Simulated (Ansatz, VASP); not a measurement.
**Two plane-wave programs on Sn**

```
Sn
1.0
    -2.94014    2.94014    1.59930
     2.94014   -2.94014    1.59930
     2.94014    2.94014   -1.59930
Sn
2
Direct
  0.00000 0.00000 0.00000
  0.75000 0.25000 0.50000
```

Alike in both runs: task single point; functional PBE; k mesh 9 × 9 × 9; occupations gaussian, width 0.025 eV; no spin polarisation.

|  | VASP | Ansatz |
| --- | --- | --- |
| version | VASP 6.6.1 | Ansatz 0.2.0 |
| potentials or method | VASP PAW PBE potentials, release 64 (Sn_d) | Ansatz PAW |
| plane-wave cutoff (eV) | 520 | 420 |
| valence electrons in the cell | 28 | 28 |

```tsv
	VASP	Ansatz	Ansatz less VASP
gap on the k mesh at the Fermi level (eV)	none	none	-
pressure (GPa)	1.4	1.4	+0.05
largest component of the traceless stress (GPa)	0.20	0.21	+0.007
```

A gap of «none» marks a metal or a gap that the smearing closes. With one functional, cell and mesh, what is left measures potentials, basis and numerics.
